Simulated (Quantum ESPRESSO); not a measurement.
**BN under changes of volume**

One of the cells (9.145 Å³/atom); the others are scaled copies at fixed shape and fractional positions:

```xyz
2
Lattice="1.2511 0.7223 3.3729 -1.2511 0.7223 3.3729 0.0000 -1.4447 3.3729" Properties=species:S:1:pos:R:3 pbc="T T T"
N     0.0000    0.0000    6.7517
B     0.0000    0.0000    0.0033
```

The cell is a database's computed one.

```yaml
Program: Quantum ESPRESSO 7.5
Functional: PBEsol
Potentials_or_basis: GBRV 1.5 PBEsol
Cutoff: 612 eV
Density_cutoff: 4898 eV
k_mesh: 12 × 12 × 12
Occupations: fermi-dirac, width 0.05 eV
Spin: no spin polarisation
```

```tsv
volume (Å³/atom)	energy over the lowest point (meV/atom)	pressure (GPa)	gap on the mesh (eV)
8.596	31.38	17.8	4.26
8.779	?	?	?
8.962	4.20	6.2	4.21
9.145	0.00	1.1	4.19
9.328	1.35	-3.5	4.17
9.510	7.75	-7.8	4.14
9.693	18.77	-11.6	4.12
```

Question: What does the run at 8.779 Å³/atom give?

Answer: Energy over the lowest point 14.47 meV/atom; pressure 11.7 GPa; gap on the mesh 4.23 eV.

Worked out: A Birch-Murnaghan fit of order 3 (a polynomial in V^(-2/3)) to the other rows has its minimum at 9.19 Å³/atom with B0 = V·E''(V) = 238 GPa and B' = 3.5 at fixed shape and positions, which overstates the stiffness. It gives 14.46 meV/atom at 8.779 Å³/atom, against the run's 14.47, and -dE/dV = 11.8 GPa, against 11.7. A straight line through the other rows of the gap, of slope -1.16 eV per unit of ln V, gives 4.24 eV, against the run's 4.23.

Energies are extrapolated to zero smearing.

A mesh can miss the band edges.
